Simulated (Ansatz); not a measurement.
# Ga5As3P2: further runs on a relaxed guess, part 3 of 3

Aim: for this structure of Ga5As3P2, compute bands, density of states and charges and see how the gap depends on the level of theory.

Ansatz 0.2.0; DFT PBE, scalar-relativistic, plane waves, PAW. The steps go on from the part before.

## (4) Level of theory: PBEsol

input.yaml

```yaml
crystal:
  lattice:
    - [-1.9956307, 1.9956307, 14.136978]
    - [1.9956307, -1.9956307, 14.136978]
    - [1.9956307, 1.9956307, -14.136978]
  atoms:
    - { symbol: Ga, position: [0.602958, 0.602958, 0.0] }
    - { symbol: Ga, position: [0.0, 0.0, 0.0] }
    - { symbol: Ga, position: [0.397042, 0.397042, 0.0] }
    - { symbol: Ga, position: [0.801411, 0.801411, 0.0] }
    - { symbol: Ga, position: [0.198589, 0.198589, 0.0] }
    - { symbol: P, position: [0.34923, 0.84923, 0.5] }
    - { symbol: P, position: [0.15077, 0.65077, 0.5] }
    - { symbol: As, position: [0.948546, 0.448546, 0.5] }
    - { symbol: As, position: [0.75, 0.25, 0.5] }
    - { symbol: As, position: [0.551454, 0.051454, 0.5] }
basis:
  ecutwfc: 420
kpoints:
  mp_grid: { grid: [10, 10, 10] }
  band_path:
    path:
      - [[0.0, 0.0, 0.0], [0.0, 0.0, 0.5], [0.25, 0.25, 0.25], [0.0, 0.5, 0.0], [0.0, 0.0, 0.0], [0.5, 0.5, -0.5], [0.25498181, 0.74501819, -0.25498181]]
      - [[-0.25498181, 0.25498181, 0.25498181], [0.0, 0.0, 0.0]]
      - [[0.0, 0.0, 0.5], [-0.00996362, 0.00996362, 0.5]]
      - [[0.5, 0.5, -0.00996362], [0.5, 0.5, -0.5]]
    npoints: 14
hamiltonian:
  xc: pbesol
scf:
  occupations: { method: gaussian, width: 0.02 }
  n_extra_bands: 25
output:
  forces: true
  stress: true
  eigenvalues: true
  populations: true
  dos: { projected: true, de: 0.02, nscf_kmesh: { grid: [15, 15, 15] } }
  bader: true
  write_density: true
  write_potential: true
  elf: true
  volumetric_format: npy
```

Command:

```
$ ansatz run input.yaml --threads 4 --pin off --max-ram 8192MiB --backend cpu --events-out ev --progress --plain --runs-dir out
```

Output:

```text
Warning: RAYON_NUM_THREADS=4 ignored (pool sized by the plan → 4); use --threads N
basis.fft_grid_basis auto: the FFT boxes are laid along the combinations [[1, -1, 0], [0, 1, 0], [1, 0, 1]] of the cell's own vectors, 5.644, 14.416 and 3.991 Å long. The dense box has 40×100×27 points. Along the cell's own vectors, as sized, it would have 100×100×100, 9.26 times as many. Of the 8 symmetry operations that the crystal satisfies within crystal.symmetry.tolerance (time reversal apart; of a slab, those that keep its plane) the dense box along the cell's own vectors carries 8, and the one as laid loses 7 of those. basis.fft_grid_basis: typed keeps the cell's own vectors: state it where this run's energies or levels are differenced outside the engine with another run's, or held beside a run that keeps those vectors. Those combinations have planes normal to reciprocal vector 3, as the cell's own vectors have. Each planar average written beside output.write_density, output.write_potential has a row for each plane of the box: 27. The volumetric files lie along those combinations, not along the cell's own vectors: a cube or XSF file states them, and fields.json those of NumPy files.
scf.n_extra_bands = 25 over 60 filled bands (N_el = 120.0): the run solves 85 bands
Engine: ansatz 0.2.0, x86_64-unknown-linux-gnu
Pseudopotentials: kind: paw
Pseudopotential: Ga, paw, valence charge 13, recommended cutoff 420 eV (normal), Ga.paw.azcp
Pseudopotential: P, paw, valence charge 5, recommended cutoff 420 eV (normal), P.paw.azcp
Pseudopotential: As, paw, valence charge 15, recommended cutoff 420 eV (normal), As.paw.azcp
Functional definition: PBEsol
  exchange = pbesol_x
  correlation = pbesol_c
Crystal: 10 atoms, lattice volume = 225.204 Å³
Basis set: ecut = 420 eV, 4435 PW (Γ), FFT grids on a1−a2, a2, a1+a3, exchange–correlation on 80×200×54 points (8 copies of the dense FFT grid, shifted against one another)
Bands: 85, of which v1, the nominal top of the filled ones, is band 60 counted from 1 (59 counted from 0)
Symmetry: 8 space group operations
Space group: I-4m2 (ITA 119), of the structure as read, at distance tolerance 6.1e-5 Å
k-points: 102 of 1000 (time reversal used)
Non-local potential: Ga, projectors of the file, l = 0: 2, l = 1: 2, l = 2: 3, l = 3: 1
Non-local potential: P, projectors of the file, l = 0: 2, l = 1: 2, l = 2: 2
Non-local potential: As, projectors of the file, l = 0: 2, l = 1: 2, l = 2: 3, l = 3: 1
PAW form: soft (Blöchl's): semilocal exchange-correlation on the pseudo side does not see the compensation charge
PAW frozen core: Ga, regenerated for the run's functional, and the local potential with it (the file was generated under x = pbe(κ = 0.804, μ = 0.2195149727645171), c = pbe(β = 0.06672455060314922))
PAW frozen core: P, regenerated for the run's functional, and the local potential with it (the file was generated under x = pbe(κ = 0.804, μ = 0.2195149727645171), c = pbe(β = 0.06672455060314922))
PAW frozen core: As, regenerated for the run's functional, and the local potential with it (the file was generated under x = pbe(κ = 0.804, μ = 0.2195149727645171), c = pbe(β = 0.06672455060314922))
PAW one-centre angular grid: Ga, 590 points (default); XC on 64 Gauss nodes
PAW one-centre angular grid: P, 110 points (default); XC on 64 Gauss nodes
PAW one-centre angular grid: As, 590 points (default); XC on 64 Gauss nodes
Initial density: superposition of atomic densities (neutral atoms: chi_scale 0, normalization atom), corrected by the library's trained network
Initial wavefunctions: pseudopotential atomic-orbital guess
Functional: x = pbesol(κ = 0.804, μ = 0.12345679012345678), c = pbesol(β = 0.046)
SCF iter   1: F=—  HF=-34638.554596 eV  |F-HF|=—  |Δ(HF+E_count)|=         —  Δρ=3.93e-3  dr2=6.01e-2  ethr=1.77e-3  ⟨swp⟩=6.7  Hψ=36022  notcnv=0  defer=154
preconditioner: auto → Resta (q_TF=auto, 2.457 Å⁻¹)  ε∞=3.1  [insulator: Δε(μ)=0.586 eV  Ē_g=16.057 eV  σ=0.020 eV  W_gap=1.00  n_scr=62 (ndim 8)  ℏωp=23.5 eV  f_vac=0.061  D(μ)=0.00/eV (n_scr^D=0)  ε∞_Penn≈3.1]
SCF iter   2: F=—  HF=-34638.533504 eV  |F-HF|=—  |Δ(HF+E_count)|=   2.11e-2  Δρ=1.84e-3  dr2=1.15e-2  ethr=5.01e-5  ⟨swp⟩=2.6  Hψ=12075  notcnv=0  defer=1963
SCF iter   3: F=—  HF=-34638.532215 eV  |F-HF|=—  |Δ(HF+E_count)|=   1.29e-3  Δρ=6.32e-4  dr2=1.64e-3  ethr=9.54e-6  ⟨swp⟩=2.0  Hψ=11884  notcnv=0  defer=1963
SCF iter   4: F=—  HF=-34638.532186 eV  |F-HF|=—  |Δ(HF+E_count)|=   2.92e-5  Δρ=2.96e-4  dr2=4.55e-4  ethr=1.37e-6  ⟨swp⟩=2.1  Hψ=11530  notcnv=0  defer=1963
SCF iter   5: F=—  HF=-34638.532227 eV  |F-HF|=—  |Δ(HF+E_count)|=   4.09e-5  Δρ=1.02e-4  dr2=3.29e-5  ethr=3.79e-7  ⟨swp⟩=2.1  Hψ=11309  notcnv=0  defer=1963
SCF iter   6: F=—  HF=-34638.532341 eV  |F-HF|=—  |Δ(HF+E_count)|=   1.14e-4  Δρ=5.21e-5  dr2=2.25e-5  ethr=2.74e-8  ⟨swp⟩=2.9  Hψ=13255  notcnv=0  defer=1963
SCF iter   7: F=—  HF=-34638.532339 eV  |F-HF|=—  |Δ(HF+E_count)|=   1.85e-6  Δρ=1.69e-5  dr2=4.57e-7  ethr=1.88e-8  ⟨swp⟩=2.0  Hψ=11301  notcnv=0  defer=1963
SCF iter   8: F=-34638.532340 eV  HF=-34638.532340 eV  |F-HF|=2.88e-8  |Δ(HF+E_count)|=   9.38e-7  Δρ=3.40e-6  dr2=2.21e-8  ethr=8.33e-11  ⟨swp⟩=16.7  Hψ=67602  notcnv=0
SCF 1 converged in 8 iterations: F = -34638.532340 eV  dr2 = 2.21e-8
NSCF: frozen V_eff on 130 k-points
NSCF: frozen V_eff on 288 k-points
SCF converged after 8 iterations
Free energy (F): -34638.532340 eV
Harris-Foulkes:  -34638.532340 eV  (|F-HF|=2.88e-8)
Internal energy: -34638.532340 eV  (E = F + TS)
E sigma→0 (E₀):  -34638.532340 eV
Fermi energy:    7.471726 eV
--- Per-component energies (eV) ---
  E_band       = -1127.034371
  E_kinetic    = 1024.457374
  E_local      = -17052.746442  (includes V_loc(G=0)·N_el)
  E_nonlocal   = 193.225689
  E_hartree    = 8367.845031
  E_xc         = -697.846949
  E_vxc        = -646.122374  (∫ρ·V_xc dr)
  E_paw        = -16236.527488  (= ΣΔE_a)
  E_vpaw       = -1381.529701  (= ΣTr[D̂ρ^β])
  E_aug_tail   = -0.000533  (compensation charges beyond the density's cutoff)
  E_ewald      = -10244.245389
  E_core_change = 7.306367  (= ΣΔE_core)
  E_smearing   = -0.000000  (= −TS)
  E_closure    = 0.000000  (closes the sum)
  Σ components = -34638.532340   (vs F -34638.532340, Δ=0.00e0)
--- Forces (eV/Å), atoms counted from 1 ---
  atom   1  Ga    -0.00000000     0.00000000    -0.02413231
  atom   2  Ga    -0.00000000     0.00000000     0.00000000
  atom   3  Ga    -0.00000000     0.00000000     0.02413231
  atom   4  Ga    -0.00000000     0.00000000    -0.02458211
  atom   5  Ga    -0.00000000     0.00000000     0.02458211
  atom   6  P      0.00000000     0.00000000     0.00016418
  atom   7  P      0.00000000     0.00000000    -0.00016418
  atom   8  As     0.00000000     0.00000000     0.00077645
  atom   9  As     0.00000000     0.00000000     0.00000000
  atom  10  As     0.00000000     0.00000000    -0.00077645
  max |Σ_I F_I| component: 9.37e-17 eV/Å
--- Stress (GPa, compression-positive) ---
       -2.838794       0.000000      -0.000000
        0.000000      -2.838794       0.000000
       -0.000000       0.000000      -2.919230
  P = ⅓ Tr σ = -2.8656 GPa (-28.656 kbar)
--- Band table (eV; the first three rows and the last of 102) ---
  k-point 0: bands = ["-27.8529", "-27.8529", "-27.8515", "-27.8515", "-27.8499", "-27.8496", "-27.8451", "-27.8449", "-27.8441", "-27.8441", "-27.8410", "-27.8403", "-27.8399", "-27.8372", "-27.8314", "-7.5914", "-7.5805", "-7.5375", "-7.5270", "-7.4980", "-7.4980", "-7.4880", "-7.4859", "-7.4859", "-7.4706", "-7.4706", "-7.4557", "-7.4557", "-7.4470", "-7.4420", "-7.4293", "-7.4293", "-7.4293", "-7.4260", "-7.4211", "-7.4181", "-7.4102", "-7.4077", "-7.3925", "-7.3840", "-5.2375", "-4.7011", "-4.5700", "-3.1956", "-3.0801", "1.1171", "1.1172", "3.9366", "4.0855", "4.6390", "4.6390", "4.7574", "4.7574", "5.8138", "5.8138", "6.0805", "6.0805", "7.1251", "7.1732", "7.1732", "7.7697", "8.5502", "8.5754", "9.0940", "9.1887", "9.5365", "9.6774", "10.4093", "10.4686", "10.8840", "10.8840", "10.9509", "12.7884", "12.7884", "12.8986", "12.8986", "14.2565", "14.3708", "14.8290", "16.0517", "16.0517", "16.1093", "16.1093", "16.6680", "16.7294"]
  k-point 1: bands = ["-27.8530", "-27.8529", "-27.8516", "-27.8515", "-27.8497", "-27.8494", "-27.8450", "-27.8449", "-27.8442", "-27.8442", "-27.8407", "-27.8403", "-27.8400", "-27.8371", "-27.8315", "-7.5877", "-7.5771", "-7.5396", "-7.5299", "-7.5087", "-7.4941", "-7.4894", "-7.4857", "-7.4802", "-7.4731", "-7.4719", "-7.4615", "-7.4571", "-7.4430", "-7.4400", "-7.4336", "-7.4314", "-7.4272", "-7.4250", "-7.4214", "-7.4182", "-7.4115", "-7.4092", "-7.3909", "-7.3856", "-5.0830", "-4.5651", "-4.4326", "-3.1309", "-3.0169", "1.0749", "1.0770", "3.4074", "3.4796", "4.2719", "4.3183", "4.5587", "4.6516", "5.3631", "5.5471", "5.7145", "6.2147", "6.4040", "6.7006", "6.7402", "9.0999", "9.3083", "9.3509", "9.6932", "9.8142", "10.0331", "10.1738", "10.4254", "10.5606", "10.5658", "11.4949", "11.5677", "12.5153", "12.5693", "12.5894", "12.7152", "14.2178", "14.2486", "14.9250", "14.9844", "15.4664", "15.6813", "16.0342", "16.0684", "16.8204"]
  k-point 2: bands = ["-27.8532", "-27.8528", "-27.8518", "-27.8515", "-27.8491", "-27.8488", "-27.8448", "-27.8446", "-27.8443", "-27.8443", "-27.8404", "-27.8402", "-27.8402", "-27.8369", "-27.8316", "-7.5815", "-7.5716", "-7.5502", "-7.5424", "-7.5338", "-7.4849", "-7.4836", "-7.4814", "-7.4757", "-7.4713", "-7.4711", "-7.4684", "-7.4576", "-7.4400", "-7.4398", "-7.4335", "-7.4297", "-7.4283", "-7.4248", "-7.4188", "-7.4186", "-7.4162", "-7.4136", "-7.3899", "-7.3867", "-4.6373", "-4.1797", "-4.0421", "-2.9719", "-2.8641", "0.9401", "0.9526", "2.4845", "2.5107", "3.6510", "3.6643", "3.9962", "4.4673", "4.5537", "4.6759", "4.7385", "5.9044", "5.9311", "6.3441", "6.4595", "9.4668", "9.7870", "9.9729", "10.3632", "10.8540", "10.9948", "11.2462", "11.3257", "11.8371", "11.9891", "12.0799", "12.1159", "12.3051", "12.3682", "12.5825", "12.8366", "12.8368", "12.9918", "14.3040", "14.9159", "15.1869", "15.2454", "15.2625", "16.3214", "16.3760"]
  k-point 101: bands = ["-27.8529", "-27.8529", "-27.8515", "-27.8515", "-27.8499", "-27.8496", "-27.8451", "-27.8449", "-27.8441", "-27.8441", "-27.8410", "-27.8403", "-27.8399", "-27.8372", "-27.8314", "-7.5947", "-7.5699", "-7.5553", "-7.5110", "-7.4969", "-7.4969", "-7.4934", "-7.4887", "-7.4887", "-7.4663", "-7.4663", "-7.4585", "-7.4585", "-7.4477", "-7.4407", "-7.4309", "-7.4290", "-7.4290", "-7.4251", "-7.4210", "-7.4183", "-7.4098", "-7.4079", "-7.3925", "-7.3840", "-5.1016", "-5.0663", "-4.0485", "-3.8247", "-2.6980", "0.4965", "2.4001", "2.4849", "4.5407", "4.5407", "5.0039", "5.0039", "5.3882", "5.3882", "5.6458", "5.7119", "6.6899", "6.6899", "6.8057", "6.8057", "8.6159", "8.6893", "8.7335", "8.9918", "9.1511", "9.2421", "10.0350", "10.0661", "10.4784", "10.5585", "11.4780", "11.4780", "11.5165", "11.5165", "14.3855", "14.3855", "14.5049", "14.5049", "14.9376", "15.1706", "15.4529", "15.4858", "15.6776", "15.8201", "16.7898"]
--- Löwdin populations: 10 sites ---
  site symbol       q [e]
     0     Ga     12.9632
     1     Ga     12.9569
     2     Ga     12.9632
     3     Ga     12.9624
     4     Ga     12.9624
     5      P      4.9815
     6      P      4.9815
     7     As     15.0047
     8     As     15.0071
     9     As     15.0047
  spilling = 0.001770 (of n_electrons = 120.000000)
--- Bader charges: 10 sites ---
  site symbol  charge [e]  shift [e]
     0     Ga      0.7199     0.0002
     1     Ga      0.6526     0.0001
     2     Ga      0.7199     0.0002
     3     Ga      0.7213     0.0002
     4     Ga      0.7213     0.0002
     5      P     -0.7846     0.0003
     6      P     -0.7846     0.0003
     7     As     -0.6539     0.0001
     8     As     -0.6580     0.0002
     9     As     -0.6539     0.0001
  estimated error of the sums over rays = 5.0e-4 e
```

Wall time 6.6 min (4 threads of Intel Xeon Platinum 8259CL at 2.50GHz (Skylake/Cascade Lake), shared host); peak memory 3.3 GiB.

By site:

```tsv
atom	Löwdin electrons	Bader charge (e)	Bader volume (Å³)
Ga1	12.96	+0.72	17.1
Ga2	12.96	+0.65	17.7
Ga3	12.96	+0.72	17.1
Ga4	12.96	+0.72	17.0
Ga5	12.96	+0.72	17.0
P6	4.98	-0.78	26.8
P7	4.98	-0.78	26.8
As8	15.00	-0.65	28.6
As9	15.01	-0.66	28.5
As10	15.00	-0.65	28.6
```

The Löwdin counts miss 0.21 of the 120 electrons, which the atomic orbitals do not span, so they are no charges.

bands.tsv at the labelled points (eV, zero at the valence-band top; the bands nearest the gap):

| point | band 57 | band 58 | band 59 | band 60 | band 61 | band 62 | band 63 | band 64 |
| --- | --- | --- | --- | --- | --- | --- | --- | --- |
| Γ | -1.09 | -0.05 | 0.00 | 0.00 | 0.60 | 1.38 | 1.40 | 1.92 |
| X | -2.90 | -2.84 | -2.59 | -2.56 | 1.40 | 1.62 | 2.16 | 2.24 |
| P | -2.74 | -2.71 | -2.67 | -2.59 | 1.48 | 1.80 | 1.81 | 1.82 |
| N | -1.12 | -0.95 | -0.91 | -0.88 | 1.03 | 1.79 | 1.82 | 2.50 |
| Γ | -1.09 | -0.05 | 0.00 | 0.00 | 0.60 | 1.38 | 1.40 | 1.92 |
| M | -0.48 | -0.48 | -0.37 | -0.37 | 1.44 | 1.52 | 1.56 | 1.82 |
| S | -1.42 | -0.96 | -0.90 | -0.89 | 1.31 | 1.34 | 2.22 | 2.31 |
| S0 | -1.42 | -0.96 | -0.90 | -0.89 | 1.31 | 1.34 | 2.22 | 2.31 |
| Γ | -1.09 | -0.05 | 0.00 | 0.00 | 0.60 | 1.38 | 1.40 | 1.92 |
| X | -2.90 | -2.84 | -2.59 | -2.56 | 1.40 | 1.62 | 2.16 | 2.24 |
| R | -2.90 | -2.84 | -2.59 | -2.57 | 1.41 | 1.63 | 2.16 | 2.23 |
| G | -2.90 | -2.84 | -2.59 | -2.57 | 1.41 | 1.63 | 2.16 | 2.23 |
| M | -0.48 | -0.48 | -0.37 | -0.37 | 1.44 | 1.52 | 1.56 | 1.82 |

Highest filled and lowest empty level along the path:

```
distance (1/Å)  highest filled (eV)  lowest empty (eV)
          0.00                 0.00               0.60
          0.32                -0.64               2.43
          0.64                -1.40               1.76
          0.95                -2.39               1.36
          1.13                -2.56               1.40
          1.16                -2.57               1.43
          1.19                -2.58               1.46
          1.22                -2.59               1.48
          1.45                -2.36               1.62
          1.67                -1.69               2.25
          1.90                -1.12               1.40
          2.12                -0.75               1.14
          2.35                -0.35               1.39
          2.58                -0.08               1.62
          2.81                 0.00               0.60
          2.87                -0.04               0.86
          2.93                -0.15               1.28
          3.00                -0.31               1.43
          3.14                -0.32               1.52
          3.36                -0.40               1.54
          3.58                -0.57               1.75
          3.80                -0.89               1.31
          3.97                -0.67               1.09
          4.20                -0.26               1.72
          4.43                -0.04               1.45
          4.60                -2.56               1.40
          4.61                -2.56               1.40
          4.62                -2.56               1.40
          4.62                -2.57               1.41
          4.70                -2.63               1.55
          5.01                -1.67               2.37
          5.33                -0.64               2.59
          5.64                -0.28               1.53
```

States per cell in windows of 1 eV, from dos.tsv and pdos.tsv (zero at the valence-band top):

```csv
from,to,total,Ga 4s,Ga 4p,P 3p,As 4p
-8,-7,0.00,0.00,0.00,0.00,0.00
-7,-6,4.88,2.21,0.35,0.93,1.15
-6,-5,2.82,1.01,0.27,0.48,0.72
-5,-4,1.26,0.36,0.13,0.26,0.29
-4,-3,4.81,0.27,1.58,1.24,1.51
-3,-2,7.29,0.25,2.30,1.98,2.55
-2,-1,6.57,0.13,1.80,1.63,2.86
-1,0,2.37,0.02,0.50,0.54,1.26
0,1,0.01,0.00,0.00,0.00,0.00
1,2,2.16,0.54,0.64,0.23,0.24
2,3,7.13,1.59,2.05,0.86,1.16
3,4,4.49,0.62,1.73,0.45,0.71
4,5,7.50,0.39,3.88,0.67,1.07
5,6,7.22,0.29,3.27,0.66,1.06
```

Below -8 eV lie 90 or so more states.

The maps below are laid out on this run's own conventional cell (a, b, c = 3.991, 3.991, 28.274 Å).

Density in a lattice plane of the grid's cell (edges 3.99 and 28.27 Å, at 0.000 of the third edge), which holds Ga and P and As.

Ten even steps from ' ' (0.02 e/Å³) to '@' (52.31 e/Å³):
```
      **    
            
            
@@          
      **    
            
            
%%          
      **    
            
            
%%          
            
            
            
@@          
            
            
            
@@          
```
Columns run along the first of these edges and rows up along the second, over one cell in 6 and 20 even steps from the bottom left corner. Atoms in the plane (fractional): Ga at (0.00, 0.60), Ga at (0.00, 0.00), Ga at (0.00, 0.40), Ga at (0.00, 0.80), Ga at (0.00, 0.20), P at (0.50, 0.35), P at (0.50, 0.15), As at (0.50, 0.95), As at (0.50, 0.75), As at (0.50, 0.55).

ELF in the same plane.

Ten even steps from ' ' (0.01) to '@' (0.72):
```
--%%##--##%%
    ==##==  
--::      ::
==::**##**::
--%%##--##%%
    ==##==  
--::      ::
::::######::
--%%##--##%%
    --**--  
--..      ..
::::******::
--%%@@  @@%%
    ==##==  
--::      ::
==::**##**::
--%%@@  @@%%
    --**--  
--::      ::
**::******::
```
Columns run along the first of these edges and rows up along the second, over one cell in 6 and 20 even steps from the bottom left corner. Atoms in the plane (fractional): Ga at (0.00, 0.60), Ga at (0.00, 0.00), Ga at (0.00, 0.40), Ga at (0.00, 0.80), Ga at (0.00, 0.20), P at (0.50, 0.35), P at (0.50, 0.15), As at (0.50, 0.95), As at (0.50, 0.75), As at (0.50, 0.55).

Both are smooth fields of the valence electrons: close to the nuclei they are not physical.

Maxima of ELF outside the ion cores: 0.91 on the P–Ga line, 0.9 Å from P; 0.91 in the shell around P, 0.7 Å from P; 0.78 on the As–Ga line, 1.1 Å from As.

## (5) The levels side by side

```tsv
level	gap (eV)	pressure (GPa)	CPU time	against the first
PBE	0.67	0.0	24 min	× 1
r2SCAN	1.15	-2.6	43 min	× 1.8
PBEsol	0.60	-2.9	26 min	× 1.1
```

All at the geometry relaxed with the first.

## (6) Results

The summary covers parts 1 to 3.

```
              quantity                                            value
                   gap                      0.67 eV, direct on the path
         Bader charges  Ga +0.68 to +0.76, P -0.83, As -0.69 to -0.68 e
          gap (r2SCAN)                      1.15 eV, direct on the path
Bader charges (r2SCAN)  Ga +0.76 to +0.83, P -0.89, As -0.77 to -0.76 e
          gap (PBEsol)                      0.60 eV, direct on the path
Bader charges (PBEsol)  Ga +0.65 to +0.72, P -0.78, As -0.66 to -0.65 e
```

The gap is 0.67 eV, with the valence top at Γ and the conduction bottom at Γ on the path. Of the projected weight, the top eV of the valence band is As 4p (54 %) and P 3p (23 %), and the lowest eV of the conduction band Ga 4s (30 %) and Ga 4p (30 %). The charge transfer is moderate (0.8 e by Bader), and the ELF peak of 0.91 on the P–Ga line shows directed, polar covalent bonding. The gap runs from 0.60 eV with PBEsol to 1.15 eV with r2SCAN. At this fixed cell PBEsol gives -2.9 GPa, so it would relax to a smaller volume.
